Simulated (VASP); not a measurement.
VASP inputs for MgO (strained rocksalt)

INCAR

```
ISMEAR = -1
LASPH = .TRUE.
LCHARG = .FALSE.
ISIF = 2
ENCUT = 520
NELM = 120
LWAVE = .FALSE.
GGA = PE
NSW = 0
PREC = Accurate
LREAL = .FALSE.
NBANDS = 11
IBRION = -1
EDIFF = 1E-7
SIGMA = 0.02
```

KPOINTS

```
KPOINTS created by Atomic Simulation Environment
0
Gamma
10 10 10
0 0 0
```

KPOINTS_OPT

```
special points
6
Reciprocal
0.0000000000 0.0000000000 0.0000000000 1
0.5000000000 0.0000000000 0.5000000000 1
0.6250000000 0.2500000000 0.6250000000 1
0.3750000000 0.3750000000 0.7500000000 1
0.5000000000 0.5000000000 0.5000000000 1
0.5000000000 0.2500000000 0.7500000000 1
```

POSCAR

```
Mg O
 1.0000000000000000
     0.0000000000000000    2.1021674168000000    2.1021674168000000
     2.1959240836000000    0.0000000000000000    2.1021674168000000
     2.1959240836000000    2.1021674168000000    0.0000000000000000
 Mg  O
   1   1
Cartesian
  0.0000000000000000  0.0000000000000000  0.0000000000000000
  2.1959240835999996  2.1021674168000000  2.1021674168000000
```

VASP ran with the recommended PBE PAW datasets (8 valence electrons in the cell).

Task: What does this run give?

Result: gap between bands v and c 4.30 eV; least direct gap 4.30 eV; pressure -1.4 GPa.

Band v is the last that the valence electrons fill when counted band by band, and c is the next. Levels in eV from the top of v:

```csv
point,v−1,v,c,c+1
Γ,-0.09,0.00,4.30,15.25
X,-1.55,-1.27,8.89,9.50
K,-2.67,-1.19,9.73,11.24
L,-0.72,-0.63,7.59,12.10
W,-2.94,-1.61,11.31,11.31
```
